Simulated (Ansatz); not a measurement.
# Ti: stress in a strained cell

Ti is deformed so: equal xx and yy strain of +2 %. What stress and forces result, by LAPW, PAW and all-electron datasets made for the crystal?

Method: DFT PBE, scalar-relativistic, in Ansatz 0.2.0.

## (1) Starting point

The structure is cubic, space group Fm-3m (No. 225). The conventional cell has a = 4.060 Å, b = 4.060 Å, c = 4.060 Å, α = 90.00°, β = 90.00°, γ = 90.00°. Around Ti (site symmetry m-3m) lie 12 Ti at 2.87 Å.

Structure file:

```
Ti
1.0
     0.00000    2.03000    2.03000
     2.03000    0.00000    2.03000
     2.03000    2.03000    0.00000
Ti
1
Direct
  0.00000 0.00000 0.00000
```

## (2) After the deformation

Space group Fm-3m before, I4/mmm after.

## (3) LAPW, all electrons

Contents of input.yaml:

```yaml
crystal:
  lattice:
    - [0.0, 2.0706, 2.03]
    - [2.0706, 0.0, 2.03]
    - [2.0706, 2.0706, 0.0]
  atoms:
    - { symbol: Ti, position: [0.0, 0.0, 0.0] }
kpoints:
  mp_grid: { grid: [15, 15, 15] }
  band_path:
    path:
      - [0.0, 0.0, 0.0]
      - [0.0, 0.5, 0.5]
      - [0.25, 0.75, 0.5]
      - [0.0, 0.5, 0.0]
      - [0.0, 0.0, 0.0]
      - [0.5, 0.5, 0.0]
      - [0.38005, 0.61995, 0.0]
      - [-0.38005, 0.38005, 0.0]
      - [0.0, 0.0, 0.0]
    npoints: 5
scf:
  occupations: { method: fermi_dirac, width: 0.05 }
hamiltonian:
  xc: pbe
  pseudopotentials: { kind: all_electron, lapw: { basis_error: 0.00025 } }
output:
  forces: true
  stress: true
  eigenvalues: true
```

Started as:

```
$ ansatz run input.yaml --threads 1 --pin off --max-ram 3072MiB --backend cpu --events-out ev --progress --plain --runs-dir out
```

## (4) PAW on the default files

Contents of input.yaml:

```yaml
crystal:
  lattice:
    - [0.0, 2.0706, 2.03]
    - [2.0706, 0.0, 2.03]
    - [2.0706, 2.0706, 0.0]
  atoms:
    - { symbol: Ti, position: [0.0, 0.0, 0.0] }
kpoints:
  mp_grid: { grid: [15, 15, 15] }
scf:
  occupations: { method: fermi_dirac, width: 0.05 }
hamiltonian:
  xc: pbe
  pseudopotentials: { kind: paw }
output:
  forces: true
  stress: true
  eigenvalues: true
  efg: { contact_densities: true }
  write_density: true
  write_potential: true
  elf: true
  volumetric_format: npy
```

## (5) Datasets made for this crystal

Edit input.yaml of step 4 so:

```diff
@@ -13,3 +13,3 @@
   xc: pbe
-  pseudopotentials: { kind: paw }
+  pseudopotentials: { kind: all_electron, datasets: crystal }
 output:
@@ -19,5 +19 @@
   efg: { contact_densities: true }
-  write_density: true
-  write_potential: true
-  elf: true
-  volumetric_format: npy
```

(Steps that only read results are left out.)

What does the calculation give? Wanted: pressure; largest shear or deviatoric stress.

The runs gave:

| quantity | value |
| --- | --- |
| pressure | LAPW -0.10, PAW -0.09, crystal datasets -0.10 GPa |
| largest shear or deviatoric stress (LAPW) | 0.56 GPa |

The largest part of the stress beyond the pressure is 0.56 GPa in size, in the zz component. No run of the undeformed cell stands beside it, so the pressure holds what the given cell had before the change. PAW: stress within 0.01 GPa of LAPW. Crystal datasets: stress within 0.01 GPa of LAPW.
